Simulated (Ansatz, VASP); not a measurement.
**Two plane-wave programs on F**

Contents of INCAR:

```
PREC = Accurate ; ENCUT = 520
EDIFF = 1E-8 ; ISMEAR = -1
SIGMA = 0.05 ; LREAL = False
LASPH = True ; NELM = 100
ALGO = Normal ; ISIF = 2
LWAVE = False ; LCHARG = False
LEFG = True ; NBANDS = 14
```

The input KPOINTS:

```
regular mesh
0
Gamma
  13 13 7
```

File POSCAR:

```
F
1.0
    2.6463212685      0.0000000000      0.0000000000
   -1.3231606343      2.2917814451      0.0000000000
    0.0000000000      0.0000000000      4.2870404550
F
2
Direct
    0.3666666667      0.6833333333      0.2750000000
    0.6333333333      0.3166666667      0.7250000000
```

Input for Ansatz:

```yaml
crystal:
  lattice:
    - [2.6463212685, 0.0, 0.0]
    - [-1.3231606343, 2.2917814451, 0.0]
    - [0.0, 0.0, 4.287040455]
  atoms:
    - { symbol: F, position: [0.3666666667, 0.6833333333, 0.275] }
    - { symbol: F, position: [0.6333333333, 0.3166666667, 0.725] }
kpoints:
  mp_grid: { grid: [13, 13, 7] }
scf:
  occupations: { method: fermi_dirac, width: 0.05 }
hamiltonian:
  xc: lda
  pseudopotentials: { kind: paw }
output:
  forces: true
  stress: true
  eigenvalues: true
  efg: { contact_densities: true }
  populations: true
```

Change from the starting cell: shortest bond scaled by 1.1, PAW files.

Alike in both runs: task electric field gradients; functional LDA; k mesh 13 × 13 × 7; occupations fermi-dirac, width 0.05 eV; no spin polarisation.

|  | VASP | Ansatz |
| --- | --- | --- |
| version | VASP 6.6.1 | Ansatz 0.2.0 |
| potentials or method | VASP PAW LDA potentials, release 64 (F) | PAW with Ansatz's default frozen-core files, scalar-relativistic |
| plane-wave cutoff (eV) | 520 | 420 |
| valence electrons in the cell | 14 | 14 |

VASP gave:

- pressure (GPa): -13.1
- largest component of the traceless stress (GPa): 1.88
- rms of the force components (eV/Å): 0.261
- Vzz of the field gradient on the site that differs most (V/Å²): 32.0

Estimate Ansatz's values.

pressure (GPa): -12.5; largest component of the traceless stress (GPa): 1.95; rms of the force components (eV/Å): 0.264; Vzz of the field gradient on the site that differs most (V/Å²): 31.6.

Atom by atom the forces differ by 0.003 eV/Å (rms over components).
